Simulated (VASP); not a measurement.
## BeS in VASP: the effect of functional

BeS:

```xyz
2
Lattice="0.0000 2.4250 2.4250 2.4250 0.0000 2.4250 2.4250 2.4250 0.0000" Properties=species:S:1:pos:R:3 pbc="T T T"
S     3.6375    3.6375    3.6375
Be    0.0000    0.0000    0.0000
```

Alike in all runs:

| Item | Value |
| --- | --- |
| Program | VASP 6.6.1 |
| Task | relaxation of cell and atoms |
| Cutoff | 600 eV |
| k mesh | 9 × 9 × 9 |
| Occupations | fermi-dirac, width 0.05 eV |
| Spin | no spin polarisation |

Each run relaxes the cell or the atoms first.

Problem. One run gave: relaxed volume 13.80 Å³/atom; gap on the mesh 2.93 eV. Which functional did it use?
A. LDA
B. RPBE
C. PW91
D. r2SCAN
E. AM05

Solution. A.

| functional | potentials or basis | relaxed volume (Å³/atom) | gap on the mesh (eV) |
| --- | --- | --- | --- |
| LDA | VASP PAW LDA potentials, release 64 (S, Be) | 13.80 | 2.93 |
| PBEsol | VASP PAW PBE potentials, release 64 (S, Be) | 14.16 | 3.01 |
| RPBE | VASP PAW PBE potentials, release 64 (S, Be) | 14.85 | 3.40 |
| revPBE | VASP PAW PBE potentials, release 64 (S, Be) | 14.78 | 3.36 |
| BLYP | VASP PAW PBE potentials, release 64 (S, Be) | 14.93 | 3.57 |
| AM05 | VASP PAW PBE potentials, release 64 (S, Be) | 14.26 | 3.09 |
| PW91 | VASP PAW PBE potentials, release 64 (S, Be) | 14.49 | 3.25 |
| r2SCAN | VASP PAW PBE potentials, release 64 (S, Be) | 14.47 | 3.70 |
| SCAN | VASP PAW PBE potentials, release 64 (S, Be) | 14.37 | 3.70 |
| optB88-vdW | VASP PAW PBE potentials, release 64 (S, Be) | 14.48 | 3.36 |
| vdW-DF-cx | VASP PAW PBE potentials, release 64 (S, Be) | 14.42 | 3.17 |
| rev-vdW-DF2 | VASP PAW PBE potentials, release 64 (S, Be) | 14.40 | 3.21 |

Caveats: an odd mesh through Γ misses points on the zone boundary, where band edges often lie; the PAW data sets were made with another functional, which shifts forces and pressure a little (some runs); the relaxation stopped at its first step, so nothing moved (some runs).

Runs at the PBE level aren't shown here.
